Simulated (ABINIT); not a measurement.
CsSnBr3:

```
CELL_PARAMETERS angstrom
5.83901 0.00000 0.00000
0.00000 5.83901 0.00000
0.00000 0.00000 5.83901
ATOMIC_POSITIONS crystal
Cs 0.00000 0.00000 0.00000
Sn 0.50000 0.50000 0.50000
Br 0.00000 0.50000 0.50000
Br 0.50000 0.50000 0.00000
Br 0.50000 0.00000 0.50000
```

The cell is a database's computed one.

Base run:

```yaml
Program: ABINIT 10.8.3 (patched build)
Functional: HCTH407
Potentials_or_basis: JTH PAW PBE v2.0
Cutoff: 544 eV
k_mesh: 5 × 5 × 5
Occupations: fermi-dirac, width 0.05 eV
Spin: no spin polarisation
```

Its results: band gap on the k mesh 2.06 eV, direct.

Q: The run is repeated on the same cell with these changes: functional from HCTH407 to RPBE. What comes out?

A: Band gap on the k mesh 1.91 eV, direct.

Caveats: spin-orbit coupling is left out, which moves the levels of the heavy elements; an odd mesh through Γ misses points on the zone boundary, where band edges often lie.
